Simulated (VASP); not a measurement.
A run of VASP 6.6.1 is set up as follows.

Contents of POSCAR:

```
LiCl
1.0
    0.0000000000      2.5310500000      2.5310500000
    2.5310500000      0.0000000000      2.5310500000
    2.5310500000      2.5310500000      0.0000000000
Li Cl
1 1
Direct
    0.0000000000      0.0000000000      0.0000000000
    0.5000000000      0.5000000000      0.5000000000
```

File INCAR.step1:

```
SYSTEM = LiCl
PREC     = Accurate       ! precision mode
ENCUT    = 520            ! plane-wave cutoff, eV
EDIFF    = 1E-5           ! SCF threshold, eV
ISMEAR   = 0              ! smearing method
SIGMA    = 0.02           ! smearing width, eV
LREAL    = .FALSE.        ! projectors in reciprocal space
LASPH    = .TRUE.         ! aspherical terms in the spheres
NELM     = 80             ! most SCF steps
ALGO     = Normal         ! electronic algorithm
ISIF     = 2              ! what is computed and relaxed
LWAVE    = .TRUE.         ! write WAVECAR
NBANDS   = 12             ! bands
GGA      = PE             ! functional
```

File INCAR.step2:

```
SYSTEM = LiCl
PREC     = Accurate       ! precision mode
ENCUT    = 520            ! plane-wave cutoff, eV
EDIFF    = 1E-7           ! SCF threshold, eV
ISMEAR   = 0              ! smearing method
SIGMA    = 0.02           ! smearing width, eV
LREAL    = .FALSE.        ! projectors in reciprocal space
LASPH    = .TRUE.         ! aspherical terms in the spheres
NELM     = 80             ! most SCF steps
ALGO     = Normal         ! electronic algorithm
ISIF     = 2              ! what is computed and relaxed
LWAVE    = .FALSE.        ! write WAVECAR
LCHARG   = .TRUE.         ! write CHGCAR
GGA      = PE             ! functional
LHFCALC  = .TRUE.         ! exact exchange
HFSCREEN = 0.2            ! screening, 1/A
PRECFOCK = Fast         
LELF     = .TRUE.         ! ELF
LVHAR    = .TRUE.       
NBANDS   = 12             ! bands
ISTART   = 1
```

File KPOINTS:

```
Automatic mesh
0
G
  6 6 6
  0 0 0
```

Potentials or basis: VASP PAW PBE potentials, release 64 (Li_sv, Cl).

Command:

```sh
$ cat potpaw_PBE.64/Li_sv/POTCAR potpaw_PBE.64/Cl/POTCAR > POTCAR
$ cp INCAR.step1 INCAR
$ mpirun -np 1 vasp_std > vasp.out
$ cp INCAR.step2 INCAR
$ mpirun -np 1 vasp_std > vasp.out
```

Problem. What does it give for the band gap on the k mesh?

Solution. 8.00 eV, direct.

 A k mesh can miss the band edges.
